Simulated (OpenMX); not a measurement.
The system is AlNi.

```
Ni Al
1.0
     2.88100    0.00000    0.00000
     0.00000    2.88100    0.00000
     0.00000    0.00000    2.88100
Ni Al
1 1
Direct
  0.50000 0.50000 0.50000
  0.00000 0.00000 0.00000
```

Base run:

| Item | Value |
| --- | --- |
| Program | OpenMX 3.8.5 |
| Functional | PBE |
| Potentials or basis | OpenMX 2013 PBE set, Ni6.0H-s2p2d1, Al7.0-s2p1d1, grid cutoff 700 Ry |
| k mesh | 7 × 7 × 7 |
| Occupations | fermi-dirac, width 0.05 eV |
| Spin | collinear spin, ferromagnetic start |
| Starting moments | [1.0, 0.0] μB |

Its results: pressure 7.3 GPa; net moment 0.00 μB per cell.

Task: The run is repeated on the same cell with these changes: functional from PBE to LDA; potentials or basis from OpenMX 2013 PBE set, Ni6.0H-s2p2d1, Al7.0-s2p1d1, grid cutoff 700 Ry to OpenMX 2013 LDA set, Ni6.0H-s3p2d2, Al7.0-s2p2d1, grid cutoff 500 Ry. What comes out?

Result: Pressure -7.3 GPa; net moment 0.00 μB per cell.

Caveats: the basis of atomic orbitals isn't converged, which shifts pressures, moduli and gaps; the transition metal has a single d function, too few for pressures, volumes and moments (some runs).
